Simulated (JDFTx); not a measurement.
The system is MnO.

```
CELL_PARAMETERS angstrom
0.00000 2.22391 2.22391
2.22391 0.00000 2.22391
2.22391 2.22391 0.00000
ATOMIC_POSITIONS crystal
Mn 0.00000 0.00000 0.00000
O 0.50000 0.50000 0.50000
```

The cell is a database's computed one.

Base run:

| Property | Result |
| --- | --- |
| Program | JDFTx 1.7.0 (patched build) |
| Functional | PBE |
| Potentials or basis | PseudoDojo-SR-PBE-0.5-standard |
| Cutoff | 1306 eV |
| Density cutoff | 10449 eV |
| k mesh | 10 × 10 × 10 |
| Occupations | fermi-dirac, width 0.05 eV |
| Spin | collinear spin, ferromagnetic start |
| Starting moments | [4.0, 0.0] μB |

Its results: band gap on the k mesh none (metal or under the smearing width); pressure 0.5 GPa; net moment 4.83 μB per cell; site moments Mn +4.55; O +0.27 μB.

Q: The run is repeated on the same cell with these changes: functional from PBE to LDA; potentials or basis from PseudoDojo-SR-PBE-0.5-standard to PseudoDojo-SR-LDA-0.4.1-standard with smoothed tails. What comes out?

A: Band gap on the k mesh none (metal or under the smearing width); pressure -16.0 GPa; net moment 4.65 μB per cell; site moments Mn +4.38; O +0.26 μB.

Caveats: a cell with one magnetic atom can't hold antiferromagnetic order, which such compounds often take; semilocal functionals often make such compounds metallic where correlation or magnetic order opens a gap, which also shifts bond lengths; so large a pressure means that the cell lies far from this level's equilibrium, or that cutoff or potentials fall short (some runs).

Not every run made on this cell is shown here.
